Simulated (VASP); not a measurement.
# N2 in VASP: further runs, part 2 of 2

VASP 6.6.1.

### 4 Relaxation of the atoms, RPBE

INCAR reads:

```
SYSTEM = N
ALGO = Normal ; EDIFF = 1E-7
EDIFFG = -0.005 ; ENCUT = 520
GGA = RP ; IBRION = 2
ISIF = 2 ; ISMEAR = 0
ISYM = 0 ; LASPH = .TRUE.
LCHARG = .FALSE. ; LREAL = .FALSE.
LWAVE = .FALSE. ; NELM = 100
NSW = 90 ; PREC = Accurate
SIGMA = 0.02
```

KPOINTS reads:

```
k-points
0
G
  1 1 1
  0 0 0
```

POSCAR reads:

```
N
1.0
   10.0000000000      0.0000000000      0.0000000000
    0.0000000000     10.5000000000      0.0000000000
    0.0000000000      0.0000000000     11.0000000000
N
2
Direct
    0.5000000000      0.5000000000      0.4500000000
    0.5000000000      0.5000000000      0.5500000000
```

Potentials or basis: VASP PAW PBE potentials, release 64 (N).

Command:

```
$ cat potpaw_PBE.64/N/POTCAR > POTCAR
$ mpirun -np 1 vasp_std > vasp.out
```

OUTCAR:

```text
SYSTEM = N
   EDIFF = 1E-7
   EDIFFG = -0.005
   ENCUT = 520
   GGA = RP
   IBRION = 2
   ISIF = 2
   ISMEAR = 0
   ISYM = 0
   LASPH = .TRUE.
   LREAL = .FALSE.
   NELM = 100
   NSW = 90
   PREC = Accurate

 ion  position               nearest neighbor table
   1  0.500  0.500  0.450-   2 1.10
   2  0.500  0.500  0.550-   1 1.10

IMPORTANT INFORMATION: All symmetrisations will be switched off!
NOSYMM: (Re-)initialisation of all symmetry stuff for point group C_1.

----------------------------------------------------------------------------------------

                                     Primitive cell

  volume of cell :    1155.0000

  direct lattice vectors                    reciprocal lattice vectors
    10.000000000  0.000000000  0.000000000     0.100000000  0.000000000  0.000000000
     0.000000000 10.500000000  0.000000000     0.000000000  0.095238095  0.000000000
     0.000000000  0.000000000 11.000000000     0.000000000  0.000000000  0.090909091

  length of vectors
    10.000000000 10.500000000 11.000000000     0.100000000  0.095238095  0.090909091

  position of ions in fractional coordinates (direct lattice)
     0.500000000  0.500000000  0.450000000
     0.500000000  0.500000000  0.550000000

[... 106 lines left out ...]

  FORCE on cell =-STRESS in cart. coord.  units (eV):
  Direction    XX          YY          ZZ          XY          YZ          ZX
  --------------------------------------------------------------------------------------
  -------------------------------------------------------------------------------------
  Total       -0.0651363     -0.0648108      2.9519278     -0.0000000      0.0000016      0.0000000
  in kB       -0.0903549     -0.0899034      4.0948154     -0.0000000      0.0000022      0.0000000
  external PRESSURE =       1.3048524 kB  Pullay stress =       0.0000000 kB
[... 89 lines left out ...]
  FREE ENERGIE OF THE ION-ELECTRON SYSTEM (eV)
  ---------------------------------------------------
  free  energy   TOTEN  =       -16.2555922543 eV

  energy  without entropy=      -16.2555922543  energy(sigma->0) =      -16.25559225

[... ionic steps 4 to 10 ...]

--------------------------------------- Ionic step       11  -------------------------------------------

 number of electron      10.0000003 magnetization

------------------------ aborting loop because EDIFF is reached ----------------------------------------
[... 67 lines left out ...]
--------------------------------------- Ionic step       13  -------------------------------------------

 number of electron      10.0000003 magnetization

 Free energy of the ion-electron system (eV)
  ---------------------------------------------------
  ext. energy  EPLUGINS =         0.00000000
  ---------------------------------------------------
  free energy    TOTEN  =       -16.29789795 eV

  energy without entropy =      -16.29789795  energy(sigma->0) =      -16.29789795

 E-fermi :  -9.9137     XC(G=0):  -0.5511

 val. band max:      -10.0321515508   @ k =   0.0000   0.0000   0.0000
 cond. band min:      -1.9847576226   @ k =   0.0000   0.0000   0.0000
 fundamental gap:      8.0473939282
 Fermi energy:        -9.9136891355

 k-point     1 :       0.0000    0.0000    0.0000
  band No.  band energies     occupation
      1     -28.0003      2.00000
      2     -13.4953      2.00000
      3     -11.3090      2.00000
      4     -11.3090      2.00000
      5     -10.0322      2.00000
      6      -1.9848      0.00000
      7      -1.9846      0.00000
      8      -0.2346      0.00000
      9       0.9113      0.00000
[... 27 lines left out ...]
  FREE ENERGIE OF THE ION-ELECTRON SYSTEM (eV)
  ---------------------------------------------------
  free  energy   TOTEN  =       -16.2978979526 eV

  energy  without entropy=      -16.2978979526  energy(sigma->0) =      -16.29789795

 reached required accuracy - stopping structural energy minimisation
```

Run time: 4.5 min. Hardware: 1 thread of Intel Xeon 6975P-C (Granite Rapids), shared host; peak memory 1 GiB.

Results:

```yaml
Free_energy: -16.2979 eV
Energy_gained_by_relaxing: 11.8 meV/atom
Ionic_steps: 13
Gap_between_the_frontier_levels: 8.05 eV
```

The path:
```tsv
step	energy change (eV)	largest force (eV/Å)	pressure (GPa)
1	0.0000	2.7684	0.13
2	2.5098	14.7648	-0.94
3	0.0186	3.3203	-0.18
4	-0.0235	0.2474	-0.02
5	-0.0237	0.0156	-0.01
6	-0.0237	0.0360	-0.01
7	-0.0237	0.0307	-0.01
8	-0.0237	0.0151	-0.01
9	-0.0237	0.0138	-0.01
10	-0.0237	0.0131	-0.01
11	-0.0237	0.0115	-0.01
12	-0.0237	0.0083	-0.01
13	-0.0237	0.0020	-0.01
```

Final structure:
```
N
1.0
    10.00000    0.00000    0.00000
     0.00000   10.50000    0.00000
     0.00000    0.00000   11.00000
N
2
Direct
  0.50000 0.50000 0.44921
  0.50000 0.50000 0.55079
```

Levels at points of the mesh, in eV from the valence-band top:
```tsv
k point	band 2	band 3	band 4	band 5	band 6	band 7	band 8	band 9
(0.00, 0.00, 0.00)	-3.46	-1.28	-1.28	0.00	8.05	8.05	9.80	10.94
```

Caveat: the standard files for N, O and F lose accuracy on very short bonds; the PAW data sets were made with another functional, which shifts forces and pressure a little.

### 5 The runs side by side

```csv
level,potentials or basis,cutoff (eV),gap on the mesh (eV)
PBEsol,"VASP PAW PBE potentials, release 64 (N)",500,8.04
PBEsol,"VASP PAW PBE potentials, release 64 (N_s)",400,7.25
RPBE,"VASP PAW PBE potentials, release 64 (N)",520,8.05
```

Alike in all rows: task relaxation of the atoms; no spin polarisation; cell atoms relaxed; k mesh 1 × 1 × 1; smearing gaussian 0.02 eV.

Caveats: the standard files for N, O and F lose accuracy on very short bonds; the PAW data sets were made with another functional, which shifts forces and pressure a little.

Total energies depend on the potentials used, so only differences within one code and one set of settings carry meaning.
